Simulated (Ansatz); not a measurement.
Input and command of a plane-wave DFT calculation in Ansatz:

```yaml
crystal:
  lattice:
    - [15.2, 0.0, 0.0]
    - [0.0, 14.8, 0.0]
    - [0.0, 0.0, 3.0969404436]
  atoms:
    - { symbol: Si, position: [0.5, 0.4630089934, 0.0], spin: 0.3 }
    - { symbol: C, position: [0.5, 0.5369910066, 0.5], spin: 0.3 }
    - { symbol: Si, position: [0.3981269591, 0.6109730197, 0.5], spin: 0.3 }
    - { symbol: Si, position: [0.3981269591, 0.3150449672, 0.5], spin: 0.3 }
    - { symbol: C, position: [0.6018730409, 0.6849550328, 0.0], spin: 0.3 }
    - { symbol: C, position: [0.6018730409, 0.3890269803, 0.0], spin: 0.3 }
    - { symbol: Si, position: [0.6018730409, 0.6109730197, 0.5], spin: 0.3 }
    - { symbol: Si, position: [0.6018730409, 0.3150449672, 0.5], spin: 0.3 }
    - { symbol: C, position: [0.3981269591, 0.6849550328, 0.0], spin: 0.3 }
    - { symbol: C, position: [0.3981269591, 0.3890269803, 0.0], spin: 0.3 }
    - { symbol: Si, position: [0.2962539182, 0.4630089934, 0.0], spin: 0.3 }
    - { symbol: Si, position: [0.7037460818, 0.4630089934, 0.0], spin: 0.3 }
    - { symbol: C, position: [0.2962539182, 0.5369910066, 0.5], spin: 0.3 }
    - { symbol: C, position: [0.7037460818, 0.5369910066, 0.5], spin: 0.3 }
basis:
  ecutwfc: 420
kpoints:
  mp_grid: { grid: [1, 1, 11] }
hamiltonian:
  xc: pbe
scf:
  occupations: { method: gaussian, width: 0.05 }
  lower_state_search: "off"
output:
  forces: true
  stress: true
  eigenvalues: true
  populations: true
  write_density: true
  write_potential: true
  elf: true
  volumetric_format: npy
magnetization:
  spin_polarized: true
relax:
  adjacent_minimum: "off"
  f_tol: 0.02
  max_steps: 45
  cell: { fix: [a, b, alpha, beta, gamma], stress_tol: 0.03 }
```

```bash
ansatz run input.yaml --threads 4 --pin off --max-ram 11264MiB --backend cpu --events-out ev --progress --plain --runs-dir out
```

Processor: Intel(R) Xeon(R) 6975P-C (Granite Rapids), 4 threads, on a host shared with other jobs.

Problem. Estimate time, memory and problem size.

Solution. About 3.8 min on 4 threads of Intel(R) Xeon(R) 6975P-C (Granite Rapids), with other jobs on the host, peak memory 1.6 GiB. It solves 45 bands at 6 k points (the mesh reduced by symmetry) with about 13781 plane waves (on the last cell), in 221 SCF iterations over 13 ionic steps.
